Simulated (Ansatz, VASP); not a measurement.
# Be: VASP beside Ansatz

INCAR

```
PREC = Accurate ; ENCUT = 520
EDIFF = 1E-6 ; ISMEAR = 0
SIGMA = 0.1 ; LREAL = False
LASPH = True ; NELM = 80
ALGO = Normal ; ISIF = 2
LWAVE = False ; LCHARG = True
GGA = PS ; LELF = True
LVHAR = True ; NBANDS = 7
```

KPOINTS

```
regular mesh
0
Gamma
  10 10 10
```

POSCAR

```
Be
1.0
   -1.2531209513      1.2531209513      1.2531209513
    1.2531209513     -1.2531209513      1.2531209513
    1.2531209513      1.2531209513     -1.2531209513
Be
1
Direct
    0.0000000000      0.0000000000      0.0000000000
```

Input for Ansatz:

```yaml
crystal:
  lattice:
    - [-1.2531209513, 1.2531209513, 1.2531209513]
    - [1.2531209513, -1.2531209513, 1.2531209513]
    - [1.2531209513, 1.2531209513, -1.2531209513]
  atoms:
    - { symbol: Be, position: [0.0, 0.0, 0.0] }
basis:
  ecutwfc: 420
kpoints:
  mp_grid: { grid: [10, 10, 10] }
hamiltonian:
  xc: pbesol
scf:
  occupations: { method: gaussian, width: 0.1 }
output:
  forces: true
  stress: true
  eigenvalues: true
```

This isn't the form of Be at room conditions, which is hcp.

Alike in both runs: task single point; functional PBEsol; k mesh 10 × 10 × 10; occupations gaussian, width 0.1 eV; no spin polarisation.

|  | VASP | Ansatz |
| --- | --- | --- |
| version | VASP 6.6.1 | Ansatz 0.2.0 |
| potentials or method | VASP PAW PBE potentials, release 64 (Be) | scalar-relativistic, plane waves, PAW |
| plane-wave cutoff (eV) | 520 | 420 |
| valence electrons in the cell | 2 | 2 |

|  | VASP | Ansatz | Ansatz less VASP |
| --- | --- | --- | --- |
| gap on the k mesh at the Fermi level (eV) | none | none | - |
| pressure (GPa) | -1.5 | -1.9 | -0.36 |

A gap of «none» marks a metal or a gap that the smearing closes. The functional is the same, so the differences come from potentials, cutoffs and numerics.

Caveats: the PAW data sets were made with another functional, which shifts forces and pressure a little (VASP).
